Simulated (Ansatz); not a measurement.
WC (Qusongite):

```xyz
2
Lattice="2.9065 0.0000 0.0000 -1.4532 2.5171 0.0000 0.0000 0.0000 2.8366" Properties=species:S:1:pos:R:3 pbc="T T T"
W     0.0000    0.0000    0.0000
C     1.4533    0.8390    1.4183
```

Base run:

```yaml
Program: Ansatz 0.2.0
Functional: PBEsol
Potentials_or_basis: all-electron LAPW, scalar-relativistic
Cutoff: 335 eV
Density_cutoff: 1338 eV
Basis_error_allowed: 0.001 eV/atom
k_mesh: 10 × 10 × 9
Occupations: fermi-dirac, width 0.05 eV
Spin: no spin polarisation
Hubbard_terms: W d U = 6 eV
```

Its results: band gap on the k mesh none (metal or under the smearing width); pressure -2.5 GPa.

Q: The run is repeated on the same cell with these changes: hubbard terms from W d U = 6 eV to W d U = 8 eV. What comes out?

A: Band gap on the k mesh none (metal or under the smearing width); pressure -1.9 GPa.

Caveats: U is the effective U less J, on atomic orbitals that reach past the spheres; U without spin polarisation on a metal has little footing; the U is typed as a test and isn't derived for this compound.

Not every run made on this cell is shown here.
